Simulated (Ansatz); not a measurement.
# HfN: straining the crystal, biaxial strain in the a-b plane

One table from this session's results is given with a row withheld; the runs are named, their logs left out.

Computed with Ansatz 0.2.0 (DFT r2SCAN, scalar-relativistic, plane waves, PAW, unless a step's input says otherwise).

2 further runs of the same task are left out: 2 set aside as unsound or not needed.

### The starting structure

Symmetry: P6_3/mmc, No. 194, hexagonal system. The conventional cell has a = 3.144 Å, b = 3.144 Å, c = 5.425 Å, α = 90.00°, β = 90.00°, γ = 120.00°. Around Hf (site symmetry -6m2) lie 6 N at 2.27 Å. N (site symmetry -3m) is surrounded by 6 Hf at 2.27 Å.

Structure file:

```cif
data_structure
_symmetry_space_group_name_H-M 'P 1'
_symmetry_Int_Tables_number 1
_cell_length_a 3.1443
_cell_length_b 3.1443
_cell_length_c 5.4252
_cell_angle_alpha 90.000
_cell_angle_beta 90.000
_cell_angle_gamma 120.000
_cell_volume 46.45
loop_
_atom_site_label
_atom_site_type_symbol
_atom_site_fract_x
_atom_site_fract_y
_atom_site_fract_z
_atom_site_occupancy
Hf1 Hf 0.66667 0.33333 0.75000 1
Hf2 Hf 0.33333 0.66667 0.25000 1
N1 N 0.00000 0.00000 0.00000 1
N2 N 0.00000 0.00000 0.50000 1
```

It goes back to an entry of the Materials Project, which need not be the stable form.

This cell was relaxed beforehand with the same method: volume 11.61 Å³/atom, gap on the mesh none (metal).

The first run:

input.yaml

```yaml
crystal:
  lattice:
    - [3.1443010835, 0.0, 0.0]
    - [-1.5721505417, 2.7230446154, 0.0]
    - [0.0, 0.0, 5.4252449658]
  atoms:
    - { symbol: Hf, position: [0.6666666667, 0.3333333333, 0.75] }
    - { symbol: Hf, position: [0.3333333333, 0.6666666667, 0.25] }
    - { symbol: "N", position: [0.0, 0.0, 0.0] }
    - { symbol: "N", position: [0.0, 0.0, 0.5] }
basis:
  ecutwfc: 500
kpoints:
  mp_grid: { grid: [18, 18, 10] }
hamiltonian:
  xc: r2scan
scf:
  occupations: { method: gaussian, width: 0.1 }
output:
  forces: true
  stress: true
  eigenvalues: true
```

Launch:

```console
$ ansatz run input.yaml --threads 1 --pin off --max-ram 2560MiB --backend cpu --events-out ev --progress --plain --runs-dir out
```

Steps of the session up to this table: The unstrained reference; The cell strained by -2.0 %; The cell strained by +2.0 %; The cell strained by -4.0 %; Strain +4.0 %; Strain -6.0 %.

One of the session's tables, all rows but one given; the rest of the session is left out.

Lengths are those of the vectors of the cell that was run; stresses in GPa:

| strain (%) | ΔE (meV/atom) | a (Å) | b (Å) | c (Å) |
| --- | --- | --- | --- | --- |
| -6.0 | 182.6 | 2.956 | 2.956 | 5.610 |
| -4.0 | 79.0 | 3.019 | 3.019 | 5.537 |
| -2.0 | ? | ? | ? | ? |
| +0.0 | 0.0 | 3.144 | 3.144 | 5.425 |
| +2.0 | 18.5 | 3.207 | 3.207 | 5.383 |
| +4.0 | 71.6 | 3.270 | 3.270 | 5.351 |

Q: Estimate the row for strain (%) = -2.0 from the others.

Worked estimate for «ΔE (meV/atom)». A straight line through the neighbours (-4.0, 79.0) and (0.0, 0.0) gives 79.0 + (0.0 − 79.0) × (-2.0 + 4.0) / (0.0 + 4.0) = 39.5; a parabola fitted to 4 rows on both sides gives 19.2.

**Answer.** ΔE (meV/atom): 18.8; a (Å): 3.081; b (Å): 3.081; c (Å): 5.478. In «ΔE (meV/atom)» the line misses by +20.7 and the parabola by +0.4.

ΔE is over the unstrained cell. Stress in GPa, positive in compression, on the Cartesian axes of the input. 
